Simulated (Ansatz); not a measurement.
# Ir (Fm-3m), two-dimensional strain map

Computed with Ansatz 0.2.0, DFT PBE, scalar-relativistic, plane waves, PAW. Cutoff 420 eV, Γ-centred 22×22×22 k-points, Gaussian smearing of 0.15 eV. Spin–orbit coupling is left out, which can shift energies with elements as heavy as these. No spin polarisation. Energies are free energies at this smearing, counted from the undisturbed cell; pressure is positive in compression.

The undisturbed cell (as given, not relaxed at this level; it stands at 9.1 GPa):

```
Ir
1.0
     0.00000    1.91970    1.91970
     1.91970    0.00000    1.91970
     1.91970    1.91970    0.00000
Ir
1
Direct
  0.00000 0.00000 0.00000
```

The cell is strained by p along both x and y and by q along z, fractional coordinates fixed. Points are written (p, q). At 9 GPa the given cell is far from its own equilibrium, so these figures belong to a strongly strained crystal.

Energy above the undisturbed cell in meV/atom (a dash: not computed):

| p \ q | -0.050 | -0.025 | 0.000 | 0.025 | 0.050 |
| --- | --- | --- | --- | --- | --- |
| -0.050 | 592.2 | ? | ? | 249.6 | ? |
| -0.025 | 286.0 | 166.8 | 94.4 | 62.2 | 63.9 |
| 0.000 | 119.3 | 38.8 | 0.0 | -3.4 | 23.4 |
| 0.025 | 63.2 | ? | 5.6 | 26.6 | 74.2 |
| 0.050 | 93.7 | 75.3 | 89.0 | 130.4 | 195.2 |

**Question.** Fill in the withheld energies.

**Answer.** (-0.050, -0.025): 427.8; (-0.050, 0.000): 316.2; (-0.050, 0.050): 220.9; (0.025, -0.025): 16.0.